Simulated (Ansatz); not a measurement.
**KZnF3: a tetragonal deformation path**

One table from this session's results is given with a row withheld; the runs are named, their logs left out.

Program: Ansatz 0.2.0. Level of theory: DFT PBE, scalar-relativistic, plane waves, PAW. These are calculated values, not measurements.

## The starting structure

Symmetry: Pm-3m, No. 221, cubic system. Conventional cell: a = 4.050 Å, b = 4.050 Å, c = 4.050 Å, α = 90.00°, β = 90.00°, γ = 90.00°. Around K (site symmetry m-3m) lie 12 F at 2.86 Å. Zn (site symmetry m-3m) is surrounded by 6 F at 2.02 Å. F (site symmetry 4/mmm) is surrounded by 2 Zn at 2.02 Å and 4 K at 2.86 Å.

As a file:

```
K Zn F
1.0
     4.05000    0.00000    0.00000
     0.00000    4.05000    0.00000
     0.00000    0.00000    4.05000
K Zn F
1 1 3
Cartesian
  0.0000 0.0000 0.0000
  2.0250 2.0250 2.0250
  2.0250 2.0250 0.0000
  0.0000 2.0250 2.0250
  2.0250 0.0000 2.0250
```

No relaxation comes first: the listed cell is the starting point.

Set-up of the first run:

input.yaml reads:

```yaml
crystal:
  lattice:
    - [4.05, 0.0, 0.0]
    - [0.0, 4.05, 0.0]
    - [0.0, 0.0, 4.05]
  atoms:
    - { symbol: K, position: [0.0, 0.0, 0.0] }
    - { symbol: Zn, position: [0.5, 0.5, 0.5] }
    - { symbol: F, position: [0.5, 0.5, 0.0] }
    - { symbol: F, position: [0.0, 0.5, 0.5] }
    - { symbol: F, position: [0.5, 0.0, 0.5] }
basis:
  ecutwfc: 420
kpoints:
  mp_grid: { grid: [6, 6, 6] }
hamiltonian:
  xc: pbe
scf:
  occupations: { method: gaussian, width: 0.05 }
output:
  forces: true
  stress: true
  eigenvalues: true
  write_density: true
  write_potential: true
  elf: true
  volumetric_format: npy
```

Started as:

```
ansatz run input.yaml --threads 1 --pin off --max-ram 2560MiB --backend cpu --events-out ev --progress --plain --runs-dir out
```

Among the steps run: Zero of the scan; At ρ = 0.707; Point ρ = 1.414; Point ρ = 0.850; At ρ = 1.200; Point ρ = 0.780; Point ρ = 1.300; Point ρ = 0.920; At ρ = 1.100; ρ = 0.650; ρ = 1.500; ρ = 0.960; Point ρ = 1.050.

One of the session's tables, all rows but one given; the rest of the session is left out.

Collected from the runs (energy zero: the undisturbed cell):

```
    ρ  ΔE (meV/atom)  pressure (GPa)  gap on the mesh (eV)
0.650          874.8            32.4                  4.05
0.707          484.9            21.2                  3.77
0.780              ?               ?                     ?
0.850           79.2             7.8                  3.57
0.920           18.9             5.4                  3.66
0.960            4.3             4.7                  3.75
1.000            0.0             4.6                  3.86
1.050            5.8             4.8                  3.72
1.100           21.5             5.6                  3.60
1.200           77.2             8.4                  3.37
1.300          160.3            12.7                  3.14
1.414          286.7            19.0                  2.84
1.500          404.4            24.6                  2.58
```

Estimate the missing values for ρ = 0.780.

Worked estimate for «ΔE (meV/atom)». A straight line through the neighbours (0.707, 484.9) and (0.850, 79.2) gives 484.9 + (79.2 − 484.9) × (0.780 − 0.707) / (0.850 − 0.707) = 277.8; a parabola fitted to 4 rows on both sides gives 208.6.

The run gave: ΔE (meV/atom): 210.5; pressure (GPa): 12.5; gap on the mesh (eV): 3.59. In «ΔE (meV/atom)» the line misses by +67.3 and the parabola by -1.9.
